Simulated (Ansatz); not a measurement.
**Computed properties of Cd**

```yaml
crystal:
  lattice:
    - [2.97887, 0.00000, 0.00000]
    - [-1.48944, 2.57978, 0.00000]
    - [0.00000, 0.00000, 5.61765]
  atoms:
    - { symbol: Cd, position: [0.33333, 0.66667, 0.25000] }
    - { symbol: Cd, position: [0.66667, 0.33333, 0.75000] }
```

Atom numbers follow the list: Cd1, Cd2.

The conventional cell has a = 2.979 Å, b = 2.979 Å, c = 5.618 Å, α = 90.00°, β = 90.00°, γ = 120.00°. Cd (atom 1) is surrounded by 12 Cd at 2.98 to 3.29 Å.

The cell is COD entry 9008490, as deposited and not checked against the literature; nothing was relaxed.

Computed with Ansatz 0.2.0, DFT, PBE, all-electron LAPW, scalar-relativistic.

The runs use a Γ-centred 16×16×7 k mesh, Fermi–Dirac smearing of 0.05 eV, basis error target 1 meV/atom, no spin polarisation.

```
Density of states at the Fermi level (0.2 eV bin) : 0.42 states/eV per cell
Band gap                                          : none: bands cross the Fermi level, a metal
Volume per atom                                   : 21.59 Å³
```

(1) Predict this quantity. Stress xx, yy, zz (compression positive).

(2) Give the computed value. Pressure at this cell.

Answers

(1) 3.27, 3.27, 2.11 GPa.

(2) 2.88 GPa.
